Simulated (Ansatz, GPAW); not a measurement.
# CdTe: 3 runs at one level of theory

```xyz
2
Lattice="0.0000 3.2050 3.2050 3.2050 0.0000 3.2050 3.2050 3.2050 0.0000" Properties=species:S:1:pos:R:3 pbc="T T T"
Te    4.8075    4.8075    4.8075
Cd    0.0000    0.0000    0.0000
```

Alike in all runs: task single point; functional PBE; k mesh 7 × 7 × 7; occupations gaussian, width 0.017 eV; no spin polarisation; no spin-orbit coupling. Pressure is positive in compression and, in plane waves, holds the error of the finite cutoff, which Ansatz's Pulay term estimates and takes out.

| program and potentials | plane-wave cutoff (eV) | notes | pressure (GPa) |
| --- | --- | --- | --- |
| Ansatz, Ansatz PAW | 420 | 18 valence electrons an atom on average; Pulay term of +0.04 GPa included | 4.24 |
| Ansatz, all-electron LAPW, scalar-relativistic | - | - | 4.26 |
| GPAW, GPAW PAW data sets (gpaw-data 1.2.1) | 600 | 9 valence electrons an atom on average | 3.81 |

The pressure spans 3.81 (GPAW, GPAW PAW data sets (gpaw-data 1.2.1)) to 4.26 GPa (Ansatz, all-electron LAPW, scalar-relativistic), with all-electron results at 4.26.

The functional is the same throughout but for its coding, so the spread measures potentials, basis and numerics; runs on potential files found faulty are left out.

All three runs put the cell under compression, so PBE would expand this zincblende lattice from the volume given. The outward push comes mainly from the overlap of closed shells and the kinetic energy of the squeezed valence electrons, which at this volume outweigh the pull of the polar covalent Cd-Te bonds. PBE typically underbinds such heavy-element semiconductors and makes their lattices too large, so the real crystal at this volume would probably be under a clearly smaller pressure.

The Ansatz PAW result of 4.24 GPa all but matches the all-electron 4.26 GPa, while GPAW lies lower at 3.81 GPa. The smaller valence space may contribute, since frozen semicore shells cannot respond to compression, but the construction of the data sets or a remaining cutoff error could act in the same direction. The close agreement of the first two supports the Ansatz potentials for CdTe at this volume, but not the accuracy of PBE itself. A single volume also leaves open whether the codes would differ in bulk modulus or only in equilibrium volume.
